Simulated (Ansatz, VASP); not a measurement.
# One calculation of Au, two programs

```
CELL_PARAMETERS angstrom
1.37645 -2.58728 0.00000
1.37645 2.58728 0.00000
0.00000 0.00000 4.67298
ATOMIC_POSITIONS crystal
Au 0.65727 0.34273 0.25000
Au 0.34273 0.65727 0.75000
```

Alike in both runs: functional LDA; k mesh 8 × 8 × 4; occupations gaussian, width 0.1 eV; no spin polarisation.

Ansatz relaxed the structure, and its values are those at the end. VASP's run is a single point on that final structure, the one shown.

|  | VASP | Ansatz |
| --- | --- | --- |
| version | VASP 6.6.1 | Ansatz 0.2.0 |
| potentials or method | VASP PAW LDA potentials, release 64 (Au) | scalar-relativistic, plane waves, PAW |
| plane-wave cutoff (eV) | 520 | 420 |
| valence electrons in the cell | 22 | 38 |

VASP gave:

- gap on the k mesh at the Fermi level (eV): none
- pressure (GPa): 0.5

Question: Estimate Ansatz's values.

Answer: gap on the k mesh at the Fermi level (eV): none; pressure (GPa): -0.1.

A gap of «none» marks a metal or a gap that the smearing closes. The two sets of potentials don't hold the same shells in valence.

The runs have no spin-orbit coupling, so splittings on Au are missing.
